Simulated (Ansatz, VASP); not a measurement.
# Pd in VASP and in Ansatz

```
Pd
1.0
     0.00000    1.91018    1.91018
     1.91018    0.00000    1.91018
     1.91018    1.91018    0.00000
Pd
1
Direct
  0.00000 0.00000 0.00000
```

Alike in both runs: task single point; functional PBE; k mesh 18 × 18 × 18; occupations gaussian, width 0.1 eV; no spin polarisation.

|  | VASP | Ansatz |
| --- | --- | --- |
| version | VASP 6.6.1 | Ansatz 0.2.0 |
| potentials or method | VASP PAW PBE potentials, release 64 (Pd) | scalar-relativistic, plane waves, PAW |
| plane-wave cutoff (eV) | 520 | 420 |
| valence electrons in the cell | 10 | 18 |

|  | VASP | Ansatz | Ansatz less VASP |
| --- | --- | --- | --- |
| gap on the k mesh at the Fermi level (eV) | none | none | - |
| pressure (GPa) | 20.1 | 20.6 | +0.44 |

A gap of «none» marks a metal or a gap that the smearing closes. With one functional, cell and mesh, what is left measures potentials, basis and numerics. The two sets of potentials don't hold the same shells in valence.

Caveats: so large a pressure means that the cell lies far from this level's equilibrium, or that cutoff or potentials fall short (VASP).
